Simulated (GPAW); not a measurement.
**Optical response of MgO (Periclase)**

Wanted: where MgO (Periclase) starts to absorb, how strongly, and its refractive index. The cell comes from an older database entry, whose edges can differ from later determinations, mostly by under a per cent.

Calculated with GPAW 26.7.0; DFT, PBE, plane-wave PAW (GPAW data sets), scalar-relativistic, RPA, optical limit.

The database entry behind the starting cell differs from later determinations by our own check (about 0.1 % long), so it need not match the best structure at ambient conditions.

## 1. Set-up

It takes space group Fm-3m (No. 225, cubic). Conventional cell: a = 4.217 Å, b = 4.217 Å, c = 4.217 Å, α = 90.00°, β = 90.00°, γ = 90.00°. Mg has 6 O at 2.11 Å nearest. Nearest to O lie 6 Mg at 2.11 Å. Farther neighbours and most contacts between anions are not listed.

Structure file:

```cif
data_structure
_symmetry_space_group_name_H-M 'P 1'
_symmetry_Int_Tables_number 1
_cell_length_a 2.9819
_cell_length_b 2.9819
_cell_length_c 2.9819
_cell_angle_alpha 60.000
_cell_angle_beta 60.000
_cell_angle_gamma 60.000
_cell_volume 18.75
loop_
_atom_site_label
_atom_site_type_symbol
_atom_site_fract_x
_atom_site_fract_y
_atom_site_fract_z
_atom_site_occupancy
Mg1 Mg 0.00000 0.00000 0.00000 1
O2 O 0.50000 0.50000 0.50000 1
```

## 2. Bands for the response

The response needs many more empty bands than the density does.

This step: DFT, PBE, plane-wave PAW (GPAW data sets), scalar-relativistic, bands at fixed density (GPAW 26.7.0).

The input, nscf.py:

```python
from ase.dft.bandgap import bandgap
from gpaw import GPAW, FermiDirac

calc = GPAW('gs.gpw').fixed_density(kpts={'size': (15, 15, 15), 'gamma': True}, nbands=28, convergence={'bands': 22},
                                    occupations=FermiDirac(0.001), txt='nscf.txt')
print('gap (eV)', bandgap(calc, output=None)[0])
print('direct gap (eV)', bandgap(calc, direct=True, output=None)[0])
print('top band over the Fermi level (eV)', min(calc.get_eigenvalues(kpt=k)[21] for k in range(len(calc.get_ibz_k_points()))) - calc.get_fermi_level())
calc.write('full.gpw', mode='all')
```

On the command line:

```sh
$ OMP_NUM_THREADS=1 python nscf.py
```

Numbers of over 12 decimals in the logs are rounded to 6 here.

The program printed:

```text
Diagonalizing LCAO Hamiltonian
Converting LCAO to pw mode
convergence criteria:
- Maximum integral of absolute [eigenst]ate change: 4e-08 eV^2 / valence electron
maximum number of iterations: 150

SCF iterations
|iter     |      energy | eigst |  dens |
|iter:   1||             | +3.06 |       |
|iter:   2||             | +1.22 |       |
|iter:   3||             | -0.45 |       |
|iter:   4||             | -2.59 |       |
|iter:   5||             | -4.03 |       |
|iter:   6||             | -6.19 |       |
|iter:   7||             | -7.44c|       |
SCF steps: 7
  __  _  _
 | _ |_)|_||  |
 |__||  | ||/\| - 26.7.0

Versions:
  Python: 3.12.14
  ASE:    3.29.0
  Numpy:  2.5.5
  Scipy:  1.18.1
  Libxc:  7.0.0

Input parameters:
  mode=PW(ecut=550.0),
  convergence={'bands': 22},
  gpts=array([18, 18, 18]),
  kpts=MonkhorstPack(size=(15, 15, 15), gamma=True),
  maxiter=150,
  nbands=28,
  occupations=Occupations(name='fermi-dirac', width=0.001, fixmagmom=False),
  parallel={},
  xc=XC(name='PBE')

--- standard output ---
gap (eV) 4.715153
direct gap (eV) 4.715153
top band over the Fermi level (eV) 36.929496
```

The job ended after 37 s (1 thread of Arm Neoverse V1, shared host; peak memory 0.18 GiB).

This step gave:

```
gap on the k-mesh      : 4.715 eV
direct gap on the mesh : 4.715 eV
```

## 3. Dielectric function, RPA

Transitions between filled and empty bands, summed over the zone, give the optical response, so mesh, band count and broadening shape it.

The induced potential is part of this response.

This step: DFT, PBE, plane-wave PAW (GPAW data sets), scalar-relativistic, RPA, optical limit (GPAW 26.7.0).

The input, df.py:

```python
from gpaw.response.df import DielectricFunction

df = DielectricFunction('full.gpw', frequencies={'type': 'nonlinear', 'domega0': 0.03, 'omega2': 8},
                        ecut=50,
                        eta=0.12,
                        nbands=22,
                        txt='df.txt')
for direction in ['x', 'z']:
    df.get_dielectric_function(xc='RPA', direction=direction, filename=f'df_{direction}.csv')
```

On the command line:

```sh
$ OMP_NUM_THREADS=1 python df.py
```

The program printed:

```text
Using integrator: PointIntegrator
NonLinearFrequencyDescriptor(from 0.000 to 119.164 eV, 555 points)
Nonperiodic BCs:  [False False False]
Using integrator: PointIntegrator
NonLinearFrequencyDescriptor(from 0.000 to 119.164 eV, 555 points)
Nonperiodic BCs:  [False False False]

Calculating chi0 body with:
    Ground state adapter containing:
    Number of spins: 1
    Number of kpoints: 3375
    Number of irreducible kpoints: 120
    Number of completely occupied states: 8
    Number of partially occupied states: 8

    Linear response parametrization:
    q_c: [0.0, 0.0, 0.0]
    Number of frequency points: 555
    Planewave cutoff: 50.0
    Number of bands: 22
    Number of planewaves: 15
    Broadening (eta): 0.12

Integrating chi0 body.

Symmetries of q_c:
    Direct symmetries (Uq -> q): 48
    Indirect symmetries (TUq -> q): 0
In total 48 allowed symmetries.

120 groups of equivalent kpoints. 96.444444% reduction.

Integral kind: spectral function

Calculating chi0 optical extensions with:
    Ground state adapter containing:
    Number of spins: 1
    Number of kpoints: 3375
    Number of irreducible kpoints: 120
    Number of completely occupied states: 8
    Number of partially occupied states: 8

    Linear response parametrization:
    Number of frequency points: 555
    Planewave cutoff: 50.0
    Number of bands: 22
    Number of planewaves: 15
    Broadening (eta): 0.12
Integrating chi0 head and wings.

Symmetries of q_c:
    Direct symmetries (Uq -> q): 48
    Indirect symmetries (TUq -> q): 0
In total 48 allowed symmetries.

120 groups of equivalent kpoints. 96.444444% reduction.

Integral kind: spectral function wings
```

Elapsed: 8.4 s, on 1 thread; peak memory 0.2 GiB.

Numbers from this step:

```
electronic dielectric constant ε∞, mean over x, y and z (by symmetry where fewer were run) : 3.037
main peak of Im epsilon, first axis                                                        : 10.85 eV
```

The Im ε, E ∥ x or z has structure finer than the step of the table below, so its rows give means over 0.25 eV, whole bins alone (the curve runs from 0 to 14.0 eV). Peaks (eV: height): 5.816: 1.32, 6.710: 1.50, 8.704: 3.72, 9.888: 3.21, 10.881: 4.44.

Values under the direct gap are tails of Lorentzian lines. Table of Im ε, E ∥ x or z by photon energy; means over each step:

| photon energy (eV) | Im ε, E ∥ x or z |
| --- | --- |
| 0.25 | 0.00122 |
| 0.50 | 0.00245 |
| 0.75 | 0.00371 |
| 1.00 | 0.00502 |
| 1.25 | 0.00640 |
| 1.50 | 0.00787 |
| 1.75 | 0.00946 |
| 2.00 | 0.0112 |
| 2.25 | 0.0132 |
| 2.50 | 0.0154 |
| 2.75 | 0.0179 |
| 3.00 | 0.0210 |
| 3.25 | 0.0248 |
| 3.50 | 0.0296 |
| 3.75 | 0.0361 |
| 4.00 | 0.0458 |
| 4.25 | 0.0630 |
| 4.50 | 0.111 |
| 4.75 | 0.232 |
| 5.00 | 0.535 |
| 5.25 | 0.647 |
| 5.50 | 0.763 |
| 5.75 | 1.07 |
| 6.00 | 0.816 |
| 6.25 | 0.923 |
| 6.50 | 1.34 |
| 6.75 | 1.34 |
| 7.00 | 1.07 |
| 7.25 | 1.40 |
| 7.50 | 1.63 |
| 7.75 | 1.63 |
| 8.00 | 1.94 |
| 8.25 | 2.23 |
| 8.50 | 2.79 |
| 8.75 | 3.54 |
| 9.00 | 2.98 |
| 9.25 | 3.09 |
| 9.50 | 2.81 |
| 9.75 | 2.81 |
| 10.00 | 2.91 |
| 10.25 | 2.38 |
| 10.50 | 2.77 |
| 10.75 | 3.98 |
| 11.00 | 4.20 |
| 11.25 | 3.95 |
| 11.50 | 3.61 |
| 11.75 | 2.94 |
| 12.00 | 2.71 |
| 12.25 | 2.59 |
| 12.50 | 2.23 |
| 12.75 | 2.20 |
| 13.00 | 2.18 |
| 13.25 | 1.92 |
| 13.50 | 1.76 |
| 13.75 | 1.71 |

Re ε, E ∥ x or z against photon energy:

| photon energy (eV) | Re ε, E ∥ x or z |
| --- | --- |
| 0.0 | 3.04 |
| 0.5 | 3.04 |
| 1.0 | 3.06 |
| 1.5 | 3.08 |
| 2.0 | 3.12 |
| 2.5 | 3.18 |
| 3.0 | 3.25 |
| 3.5 | 3.36 |
| 4.0 | 3.51 |
| 4.5 | 3.77 |
| 5.0 | 4.12 |
| 5.5 | 4.02 |
| 6.0 | 3.58 |
| 6.5 | 4.02 |
| 7.0 | 4.06 |
| 7.5 | 4.20 |
| 8.0 | 4.33 |
| 8.5 | 4.52 |
| 9.0 | 3.03 |
| 9.5 | 2.49 |
| 10.0 | 2.24 |
| 10.5 | 3.31 |
| 11.0 | 1.95 |
| 11.5 | 0.764 |
| 12.0 | 0.906 |
| 12.5 | 0.832 |
| 13.0 | 0.958 |
| 13.5 | 1.03 |

The reflectivity at normal incidence, E ∥ x or z has structure finer than the step of the table below, so its rows give means over 0.25 eV, whole bins alone (the curve runs from 0 to 14.0 eV). Peaks (eV: height): 5.765: 12.5, 6.441: 12.8, 8.704: 19.4, 9.888: 16.6, 11.479: 22.5, 13.169: 14.9.

Reflectivity at normal incidence, E ∥ x or z against photon energy; means over each step:

```
photon energy (eV)  reflectivity at normal incidence, E ∥ x or z (%)
              0.25                                              7.34
              0.50                                              7.35
              0.75                                              7.38
              1.00                                              7.42
              1.25                                              7.47
              1.50                                              7.53
              1.75                                              7.60
              2.00                                              7.69
              2.25                                              7.79
              2.50                                              7.91
              2.75                                              8.06
              3.00                                              8.22
              3.25                                              8.41
              3.50                                              8.64
              3.75                                              8.91
              4.00                                              9.24
              4.25                                              9.66
              4.50                                              10.3
              4.75                                              10.9
              5.00                                              11.6
              5.25                                              11.2
              5.50                                              11.6
              5.75                                              12.0
              6.00                                              10.4
              6.25                                              12.3
              6.50                                              12.6
              6.75                                              11.5
              7.00                                              12.0
              7.25                                              13.0
              7.50                                              13.6
              7.75                                              13.2
              8.00                                              14.9
              8.25                                              15.3
              8.50                                              17.4
              8.75                                              18.5
              9.00                                              15.9
              9.25                                              16.2
              9.50                                              14.8
              9.75                                              15.0
             10.00                                              15.2
             10.25                                              12.9
             10.50                                              15.3
             10.75                                              20.1
             11.00                                              21.7
             11.25                                              21.7
             11.50                                              22.1
             11.75                                              19.5
             12.00                                              17.1
             12.25                                              17.7
             12.50                                              14.6
             12.75                                              14.1
             13.00                                              13.8
             13.25                                              12.9
             13.50                                              10.3
             13.75                                              9.57
```

Table of refractive index n and extinction k by photon energy:

```
photon energy (eV)     n        k
               0.0  1.74        0
               0.5  1.74   7.0e-4
               1.0  1.75  0.00143
               1.5  1.76  0.00224
               2.0  1.77  0.00317
               2.5  1.78  0.00431
               3.0  1.80  0.00581
               3.5  1.83  0.00805
               4.0  1.87   0.0122
               4.5  1.94   0.0269
               5.0  2.03    0.137
               5.5  2.01    0.197
               6.0  1.90    0.193
               6.5  2.03    0.337
               7.0  2.03    0.247
               7.5  2.09    0.381
               8.0  2.13    0.468
               8.5  2.22    0.632
               9.0  1.90    0.760
               9.5  1.77    0.792
              10.0  1.73    0.861
              10.5  1.95    0.703
              11.0  1.81     1.15
              11.5  1.50     1.22
              12.0  1.37    0.985
              12.5  1.26    0.873
              13.0  1.29    0.848
              13.5  1.24    0.710
```

The Im ε, E ∥ x or z has structure finer than the step of the table below, so its rows give means over 0.5 eV, whole bins alone (the curve runs from 0 to 14.0 eV). Peaks (eV: height): without local fields 5.82: 1.26, 8.70: 3.73, 9.89: 3.38, 10.88: 5.40; with local fields 5.82: 1.32, 6.71: 1.50, 8.70: 3.72, 9.89: 3.21, 10.88: 4.44.

Values under the direct gap are tails of Lorentzian lines. Table of Im ε, E ∥ x or z by photon energy; means over each step:

```csv
photon energy (eV),without local fields,with local fields
0.5,0.00254,0.00245
1.0,0.00521,0.00503
1.5,0.00816,0.00789
2.0,0.0116,0.0112
2.5,0.0158,0.0154
3.0,0.0215,0.0211
3.5,0.0301,0.0298
4.0,0.0466,0.0466
4.5,0.121,0.124
5.0,0.481,0.500
5.5,0.734,0.765
6.0,0.870,0.910
6.5,1.24,1.30
7.0,1.13,1.18
7.5,1.55,1.61
8.0,1.87,1.92
8.5,2.83,2.85
9.0,3.17,3.14
9.5,2.91,2.83
10.0,2.98,2.80
10.5,3.33,2.88
11.0,5.08,4.18
11.5,4.24,3.55
12.0,3.37,2.74
12.5,2.87,2.29
13.0,2.63,2.14
13.5,2.20,1.76
```

From ε follow the optical constants at some laser and lamp lines:

| wavelength (nm) | n | k | R (%) | 1/α |
| --- | --- | --- | --- | --- |
| 1550 | 1.75 | 0.001 | 7.4 | 109 µm |
| 1064 | 1.75 | 0.002 | 7.4 | 50 µm |
| 800 | 1.76 | 0.002 | 7.5 | 27 µm |
| 633 | 1.77 | 0.003 | 7.7 | 16 µm |
| 532 | 1.78 | 0.004 | 7.8 | 11 µm |
| 450 | 1.79 | 0.005 | 8.1 | 7.1 µm |
| 248 | 2.03 | 0.137 | 11.8 | 144 nm |

Below the direct gap, k and the depth come from the tails of the Lorentzian lines, not from transitions.

Rows near the edge hang on the gap, which this functional as a rule makes too small, and phonon-assisted absorption is left out.

## 4. Outcome

| Item | Value |
| --- | --- |
| electronic dielectric constant ε∞, mean over x, y and z (by symmetry where fewer were run) (RPA) | 3.04 |
| main peak of Im epsilon, first axis | 10.9 eV |

What this shows: At this level (PBE, RPA) MgO has ε∞ = 3.04 and n = 1.75 at 1550 nm, and Im ε peaks at 10.9 eV. On the mesh the gap is 4.72 eV and the least direct gap 4.72 eV. Local fields change the static value along x from 3.18 to 3.04 (-4 %). Distinct maxima of Im ε, read by a parabola through the highest points, lie at 8.73 eV (3.7), 9.20 eV (3.1), 9.90 eV (3.2) and 10.85 eV (4.5). Excitons and phonon-assisted transitions are missing; PBE gaps are as a rule too small, which pulls the onset down and ε∞ up. The sum runs over mesh points, so small or evenly spaced maxima can still be ripples of the mesh. In this version of GPAW the matrix elements of the optical limit are incomplete, which can lower ε − 1 by up to a tenth where first-row anions or d states rule, and shift it by more in d metals.

[Machine, clock and banner lines and Python warnings are left out of the logs.]

[Logs are printed without paths, hosts, clocks, repeated set-up lines and the standing remarks that a program may print on its own settings, such as how far it seeks lower states.]

[Hosts, paths, dates, database ids (printed as entryN), source tags and the programs' standing remarks are cut or masked in the printed files.]
